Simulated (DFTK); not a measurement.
Runs of DFTK 0.8.2 on Ta. It takes space group Im-3m (No. 229, cubic). The conventional cell has a = 3.303 Å, b = 3.303 Å, c = 3.303 Å, α = 90.00°, β = 90.00°, γ = 90.00°. Ta (site symmetry m-3m) is surrounded by 8 Ta at 2.86 Å. 

| task | level | potentials or basis | k mesh | cutoff (eV) | SCF solver | mesh quality | gap on the mesh (eV) | pressure (GPa) |
| --- | --- | --- | --- | --- | --- | --- | --- | --- |
| band structure | r2SCAN | in-house norm-conserving set (r2SCAN, scalar relativistic) | 10 × 10 × 10 | 1225 | - | not flagged | none | (a) |
| band structure | LDA | cp2k.nc.sr.lda.v0_1.semicore.gth (LDA, GTH) | 11 × 11 × 11 | 1333 | - | not flagged | none | -9.0 |
| band structure | BJ06 | in-house norm-conserving set (r2SCAN, scalar relativistic) | 10 × 10 × 10 | 1225 | ScfAndersonSolver | not flagged | none | - |
| band structure | PBEsol | SPMS 1.0 (PBE) | 11 × 11 × 11 | 816 | - | not flagged | none | -3.8 |

Alike in all rows: no spin polarisation; cell as given; smearing fermi-dirac 0.05 eV.

**Question.** Fill in the values left out.

**Answer.** (a) 2.4.

Caveats: spin-orbit coupling is left out, which moves the levels of the heavy elements; the potentials were made for another functional, which shifts forces and pressure (some runs); GTH potentials come without recommended cutoffs, and this one wasn't checked for convergence (some runs); the program leaves the constant c of mgga_x_tb09 at 1, so the potential is Becke-Johnson's (BJ06) and not Tran and Blaha's, with levels but no total energy (some runs).

A k mesh can miss the band edges, and the runs leave out spin-orbit coupling on Ta.

A gap of «none» marks a metal or a gap under the smearing width.
